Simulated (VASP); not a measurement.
Crystal: KCl (Sylvite).

```
K Cl
1.0
     0.00000    3.14647    3.14647
     3.14647    0.00000    3.14647
     3.14647    3.14647    0.00000
K Cl
1 1
Direct
  0.00000 0.00000 0.00000
  0.50000 0.50000 0.50000
```

Base run:

```yaml
Program: VASP 6.6.1
Functional: revTPSS
Potentials_or_basis: VASP PAW PBE potentials, release 64 (K_sv, Cl)
Cutoff: 520 eV
k_mesh: 7 × 7 × 7
Occupations: fermi-dirac, width 0.05 eV
Spin: no spin polarisation
```

Its results: band gap on the k mesh 5.59 eV, direct; pressure 0.7 GPa.

Question: The run is repeated on the same cell with these changes: functional from revTPSS to MS2. What comes out?

Answer: Band gap on the k mesh 5.83 eV, direct; pressure 0.1 GPa.

Caveats: the PAW data sets were made with another functional, which shifts forces and pressure a little.
